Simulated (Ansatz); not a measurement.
# A failed many-body run on LiBr (Fm-3m)

What is wrong with this input for LiBr (Fm-3m)?

Method: G0W0 on PBE, plane waves, PAW; PAW set soft_1, in Ansatz 0.2.0.

### 1. The structure

The structure is cubic, space group Fm-3m (No. 225). The conventional cell has a = 5.501 Å, b = 5.501 Å, c = 5.501 Å, α = 90.00°, β = 90.00°, γ = 90.00°. Li has 6 Br at 2.75 Å nearest. Nearest to Br lie 6 Li at 2.75 Å. Farther neighbours and most contacts between anions are not listed.

The cell and positions come from the Crystallography Open Database and are kept as given unless a step says otherwise.

### 2. First try

input.yaml

```yaml
crystal:
  lattice:
    - [0.0, 2.75065, 2.75065]
    - [2.75065, 0.0, 2.75065]
    - [2.75065, 2.75065, 0.0]
  atoms:
    - { symbol: Li, position: [0.0, 0.0, 0.0] }
    - { symbol: Br, position: [0.5, 0.5, 0.5] }
kpoints:
  mp_grid: { grid: [1, 1, 1] }
hamiltonian:
  xc: pbe
  pseudopotentials: { kind: paw, azcp: { folder: soft_1 } }
scf:
  occupations: { method: fixed }
gw:
  n_empty_bands: 43
  ecut_chi: 60
  qp_bands: [v2, c2]
  qp_kpoints: band_edges
  screening: { model: contour_deformation }
```

Launch:

```sh
ansatz run input.yaml --threads 24 --pin off --max-ram 82944MiB --backend cuda --events-out ev --progress --plain --runs-dir out --devices 1 --max-vram 78GiB
```

Numbers of over 12 decimals in the logs are rounded to 6 here.

The program printed:

```text
GPUs: using 1 of 1 available (devices: 1).
Engine: ansatz 0.2.0, aarch64-unknown-linux-gnu
Pseudopotentials: kind: paw
Pseudopotential: Li, paw, valence charge 3, recommended cutoff 420 eV (normal), soft_1/Li.paw.azcp
Pseudopotential: Br, paw, valence charge 7, recommended cutoff 420 eV (normal), soft_1/Br.paw.azcp
Functional definition: PBE
  parameter kappa = 0.804
  parameter beta = 0.066725
  exchange = pbe_x(kappa = kappa, mu = beta*pi^2/3)
  correlation = pbe_c(beta = beta)
device memory: the entry about to start is reckoned to put 0.3 GiB on a device that reports 182.4 GiB free (of which the cap on the GPU budget leaves the run 78.0 GiB)
GPU FFT provider: cuFFT
GPU libraries: cuBLAS 13.8.1, cuFFT 12.4.0, cuSOLVER 12.3.2
GPU matrix products: emulated (plane waves: as basis.precision tells), large ones in fixed point in workspaces of 1.00 GiB
Crystal: 2 atoms, lattice volume = 41.623 Å³
Basis set: ecut = 420 eV, 869 PW (Γ)
Bands: 9, of which v1, the nominal top of the filled ones, is band 5 counted from 1 (4 counted from 0)
Symmetry: 48 space group operations
Space group: Fm-3m (ITA 225), of the structure as read, at distance tolerance 3.5e-5 Å
k-points: 1
Non-local potential: Li, projectors of the file, l = 0: 3, l = 1: 2, l = 2: 1
Non-local potential: Br, projectors of the file, l = 0: 2, l = 1: 2, l = 2: 2
PAW form: soft (Blöchl's): semilocal exchange-correlation on the pseudo side does not see the compensation charge
PAW one-centre angular grid: Li, 110 points (default); XC on 96 Gauss nodes
PAW one-centre angular grid: Br, 110 points (default); XC on 64 Gauss nodes
Initial density: superposition of atomic densities (chi_scale 0.1, normalization cell, long waves kept (reshape's long-wave potential 0.00 eV rms))
Initial wavefunctions: pseudopotential atomic-orbital guess
GPU buffer pool allocated for 19683 grid points (all kernels)
GPU transforms: local potential and band sums: pruned to the plane-wave sphere, on 25×25×25
Functional: x = pbe(κ = 0.804, μ = 0.219515), c = pbe(β = 0.066725)
SCF iter   1: F=—  HF=-2983.813205 eV  |F-HF|=—  |Δ(HF+E_count)|=         —  Δρ=5.07e-2  dr2=1.52e0  ethr=3.10e-3  ⟨swp⟩=4.0  Hψ=47  notcnv=0
preconditioner: auto → none  [insulator: Δε(μ)=4.559 eV  Ē_g=12.276 eV  n_scr=8 (ndim 8)  ℏωp=16.3 eV  f_vac=0.000  ε∞_Penn≈2.8]
SCF iter   2: F=—  HF=-2983.604408 eV  |F-HF|=—  |Δ(HF+E_count)|=   2.09e-1  Δρ=1.99e-2  dr2=1.47e-1  ethr=3.10e-3  ⟨swp⟩=2.0  Hψ=25  notcnv=0
SCF iter   3: F=—  HF=-2983.692248 eV  |F-HF|=—  |Δ(HF+E_count)|=   8.78e-2  Δρ=6.14e-3  dr2=1.29e-2  ethr=1.47e-3  ⟨swp⟩=3.0  Hψ=17  notcnv=0
SCF iter   4: F=—  HF=-2983.694761 eV  |F-HF|=—  |Δ(HF+E_count)|=   2.51e-3  Δρ=3.61e-4  dr2=3.62e-5  ethr=1.29e-4  ⟨swp⟩=3.0  Hψ=17  notcnv=0
SCF iter   5: F=—  HF=-2983.694765 eV  |F-HF|=—  |Δ(HF+E_count)|=   4.15e-6  Δρ=4.77e-5  dr2=6.60e-7  ethr=3.62e-7  ⟨swp⟩=2.0  Hψ=13  notcnv=0
SCF iter   6: F=-2983.694765 eV  HF=-2983.694765 eV  |F-HF|=2.91e-8  |Δ(HF+E_count)|=   5.45e-7  Δρ=5.97e-6  dr2=2.18e-8  ethr=1.00e-9  ⟨swp⟩=5.0  Hψ=43  notcnv=0
SCF 1 converged in 6 iterations: F = -2983.694765 eV  dr2 = 2.18e-8
[...]
device memory: the entry about to start is reckoned to put 0.4 GiB on a device that reports 182.4 GiB free (of which the cap on the GPU budget leaves the run 78.0 GiB)
NSCF: frozen V_eff on 1 k-points
[...]
device memory: the entry about to start is reckoned to put 0.4 GiB on a device that reports 182.4 GiB free (of which the cap on the GPU budget leaves the run 78.0 GiB)
NSCF: frozen V_eff on 1 k-points
G₀W₀ screening: q 1/1
G₀W₀ self-energy: k 1/1
device memory: the entry about to start is reckoned to put 0.3 GiB on a device that reports 180.6 GiB free (of which the cap on the GPU budget leaves the run 78.0 GiB)
NSCF: frozen V_eff on 1 k-points
device memory: the entry about to start is reckoned to put 0.3 GiB on a device that reports 179.5 GiB free (of which the cap on the GPU budget leaves the run 78.0 GiB)
NSCF: frozen V_eff on 1 k-points
device memory: the entry about to start is reckoned to put 0.3 GiB on a device that reports 179.3 GiB free (of which the cap on the GPU budget leaves the run 78.0 GiB)
NSCF: frozen V_eff on 1 k-points
device memory: the entry about to start is reckoned to put 0.3 GiB on a device that reports 179.3 GiB free (of which the cap on the GPU budget leaves the run 78.0 GiB)
NSCF: frozen V_eff on 1 k-points
SCF converged after 6 iterations
Free energy (F): -2983.694765 eV
Harris-Foulkes:  -2983.694765 eV  (|F-HF|=2.91e-8)
Internal energy: -2983.694765 eV  (E = F + TS)
E sigma→0 (E₀):  -2983.694765 eV
Fermi energy:    3.356014 eV
--- Per-component energies (eV) ---
  E_band       = -85.299495
  E_kinetic    = 168.529693
  E_local      = -317.636234  (includes V_loc(G=0)·N_el)
  E_nonlocal   = 31.466876
  E_hartree    = 91.471587
  E_xc         = -212.869044
  E_vxc        = -129.001467  (∫ρ·V_xc dr)
  E_paw        = -2336.732790  (= ΣΔE_a)
  E_vpaw       = -21.603855  (= ΣTr[D̂ρ^β])
  E_aug_tail   = 0.000252  (compensation charges beyond the density's cutoff)
  E_ewald      = -407.925104
  E_smearing   = -0.000000  (= −TS)
  E_closure    = 0.000000  (closes the sum)
  Σ components = -2983.694765   (vs F -2983.694765, Δ=0.00e0)
--- Band table (eV) ---
  k-point 0: bands = ["-42.8991", "-9.8187", "3.3560", "3.3560", "3.3560", "7.7810", "13.2435", "13.2435", "13.2435"]
--- G₀W₀: contour deformation, 5 samples at zero and on the imaginary axis and 1 off it, 1 q-point, 43 empty bands' worth ---
  eigenvalues of the whole cell's RPA ε∞ on this k-mesh (on a slab, of 1 + 4πα/V) = 10.5891, 10.5891, 10.5891; static W/v taken at q = 0 is 0.094436
  bands read: the sum over 48 bands ends inside a degenerate multiplet in 1 slot, whose members it reads at an even weight; the widest, k=0: bands 47 to 49 (counted from 1) at 2/3 each
  gw.qp_kpoints: band_edges: 1 of 1 stored k-point solved, in 1 pass; an edge of the gap read off the rows below is read off those points alone
    ik  band        ε_KS         Σx   Σc(E_QP)       V_xc       Z   E_QP_lin       E_QP  E_QP is
     0     4      3.3560   -21.9656     5.4623   -16.0132  0.7431     2.8623     2.8659  root
     0     5      3.3560   -21.9656     5.4623   -16.0132  0.7431     2.8623     2.8659  root
     0     6      7.7810    -4.9441    -5.7222    -9.9973  0.7645     7.1178     7.1119  root
     0     7     13.2435    -3.0420    -5.9330    -8.3151  0.7612    12.5896    12.5836  root
```

Wall time 2.6 s (1 × NVIDIA GB200 (shared by 2 runs) with 24 threads of Arm Neoverse V2, shared host); peak memory 1.1 GiB.

**What went wrong?**

The run ended normally, though the input holds a fault or crude settings.

The fault: one k-point. One point can't sample the density or the screening of a small cell, and the band edges may lie elsewhere in the zone.

It printed a gap of 4.25 eV, which is an artefact of the settings.

### 3. A better input

Now the one-shot GW correction: screening in the RPA, then the self-energy of the levels asked for. This step takes PAW set soft_1 files.

Changes to input.yaml since step 2:

```diff
@@ -9,3 +9,3 @@
 kpoints:
-  mp_grid: { grid: [1, 1, 1] }
+  mp_grid: { grid: [6, 6, 6] }
 hamiltonian:
```

The program printed:

```text
GPUs: using 1 of 1 available (devices: 1).
[...]
GPU FFT provider: cuFFT
GPU libraries: cuBLAS 13.8.1, cuFFT 12.4.0, cuSOLVER 12.3.2
[...]
Crystal: 2 atoms, lattice volume = 41.623 Å³
Basis set: ecut = 420 eV, 869 PW (Γ)
Bands: 9, of which v1, the nominal top of the filled ones, is band 5 counted from 1 (4 counted from 0)
Symmetry: 48 space group operations
[...]
k-points: 16 of 216
[...]
GPU buffer pool allocated for 19683 grid points (all kernels)
[...]
SCF iter   1: F=—  HF=-2990.973075 eV  |F-HF|=—  |Δ(HF+E_count)|=         —  Δρ=2.41e-2  dr2=1.80e-1  ethr=3.10e-3  ⟨swp⟩=4.4  Hψ=814  notcnv=0  defer=15
[...]
SCF iter   6: F=-2990.973283 eV  HF=-2990.973283 eV  |F-HF|=3.16e-9  |Δ(HF+E_count)|=   3.50e-7  Δρ=2.99e-6  dr2=3.38e-9  ethr=1.00e-9  ⟨swp⟩=5.3  Hψ=667  notcnv=0
SCF 1 converged in 6 iterations: F = -2990.973283 eV  dr2 = 3.38e-9
[...]
0     4      2.0489   -19.8568     2.4658   -16.2632  0.8062     0.9081     0.9211  root
     0     5      2.0489   -19.8568     2.4658   -16.2632  0.8062     0.9081     0.9211  root
     0     6      6.9876    -6.2597    -3.3898   -10.3967  0.8393     7.7393     7.7349  root
     0     7     12.5616    -4.3974    -3.7477    -9.0857  0.8240    13.5131    13.5022  root
     1     4      1.9778   -19.8081     2.4802   -16.1853  0.8057     0.8218     0.8352  root
     1     5      1.9778   -19.8081     2.4802   -16.1853  0.8057     0.8218     0.8352  root
     1     6      7.7677    -6.3665    -3.4352   -10.6220  0.8358     8.5938     8.5881  root
     1     7     11.6253    -4.7398    -3.7669    -9.4092  0.8220    12.5377    12.5278  root
[...]
14     4      0.2888   -18.0684     2.7800   -13.8781  0.7928    -1.1482    -1.1215  root
    14     5      1.2181   -19.0038     2.6005   -15.1248  0.8006    -0.0792    -0.0603  root
    14     6      9.7268    -4.6929    -3.6416    -9.2420  0.8305    10.6427    10.6344  root
    14     7      9.9356    -5.2927    -3.6022    -9.8403  0.8273    10.8901    10.8809  root
[key lines of the parts left out:]
SCF converged after 6 iterations
Free energy (F): -2990.973283 eV
Fermi energy:    2.048908 eV
```

The job ended after 3.1 s (1 × NVIDIA GB200 (shared by 2 runs) with 24 threads; peak memory 1.1 GiB; 8.1 s of CPU time).

This step gave:

* bands summed: 48
* RPA ε∞ on this mesh (eigenvalues): 3.168, 3.168, 3.168
* plane waves in the screening matrix: 59
* q-points in the mesh: 216
* G0W0 gap on the mesh: 6.814 eV
* k of the valence top: 0, 0, 0
* k of the conduction bottom: 0, 0, 0
* starting gap on the mesh: 4.939 eV
* Z at the valence top: 0.8062
* Z at the conduction bottom: 0.8393
* least direct G0W0 gap on the computed points: 6.814 eV

The gap on the mesh goes from 4.94 eV to 6.81 eV, a correction of +1.88 eV. Between the two edge states, bare exchange in place of the xc potential would open the gap by 7.73 eV, and correlation takes back 5.86 eV.

### 4. What came out

```json
{
  "first try": "converged after 2.6 s",
  "better run": "G0W0 gap on the mesh 6.81 eV (6×6×6 mesh, 43 empty bands, screening to 60 eV, PAW set soft_1 files)"
}
```

What this shows: The second run differs in: mesh. Bands and cutoff are finite, so the gap is not at the basis limit. The miss can reach some tenths of an eV and take either sign; the mesh is an error of its own. The many-body steps are scalar-relativistic: spin-orbit coupling is not in them.

[Paths, hosts, dates, memory and timing lines, banners, echoed tables and standing remarks are left out of the program output.]

[Logs are printed without paths, hosts, clocks, repeated set-up lines and the standing remarks that a program may print on its own settings, such as how far it seeks lower states.]

[Runs of the session that timed out or met a known fault of the program may be left out.]

[Cells called generated may have been cut or substituted from an entry of the Crystallography Open Database or the Materials Project.]

[Hosts, paths, dates, database ids (printed as entryN), source tags and the programs' standing remarks are cut or masked in the printed files.]
